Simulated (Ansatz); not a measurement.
## Nuclear-site quantities of ZrSe$_{2}$ as the cell is scaled

```
CELL_PARAMETERS angstrom
3.79719 0.00000 0.00000
-1.89859 3.28846 0.00000
0.00000 0.00000 6.79277
ATOMIC_POSITIONS crystal
Zr 0.00000 0.00000 0.00000
Se 0.33333 0.66667 0.23319
Se 0.66667 0.33333 0.76681
```

Atoms are numbered in the order listed.

Conventional cell: a = 3.797 Å, b = 3.797 Å, c = 6.793 Å, α = 90.00°, β = 90.00°, γ = 120.00°. Around Zr (atom 1) lie 6 Se at 2.70 Å. Se (atom 2) has 3 Zr at 2.70 Å as nearest neighbours.

The structure comes from a relaxation in the same program, started in the CdI2 type, and has space group P-3m1. Whether it is a known phase or the ground state wasn't checked.

Method: DFT, PBE, all-electron PAW with datasets made for the crystal, scalar-relativistic in Ansatz 0.2.0.

Numerical set-up: a Γ-centred 11×11×6 k mesh, Fermi–Dirac smearing of 0.08 eV, cutoff 320 eV (chosen by the program for this cell), no spin polarisation.

The contact density is the mean electron density over the nuclear volume; its changes follow the s electrons' response to bonding and compression. Changes below are taken from the unscaled cell, where it is 490588 e/Å³ at Zr1, 262951 e/Å³ at Se2.

```csv
V/V(cell),P (GPa),Δρ(0) Zr1 (e/Å³),Δρ(0) Se2 (e/Å³),Vzz Zr1 (10²¹ V/m²),Vzz Se2 (10²¹ V/m²)
0.9405,4.9,?,?,-2.98,-0.65
1.0000,0.0,0.00,0.00,-2.57,-0.67
1.0600,-3.6,-0.43,0.97,?,-0.65
```

Problem. Give the missing entry: row "0.9405", column "Δρ(0) Se2 (e/Å³)".

Solution. -0.87.

Problem. Give the missing entry: row "0.9405", column "Δρ(0) Zr1 (e/Å³)".

Solution. 0.42.

Problem. What belongs in the row "1.0600", column "Vzz Zr1 (10²¹ V/m²)"?

Solution. -2.21.

The datasets are made afresh for each cell, so very small changes are uncertain.
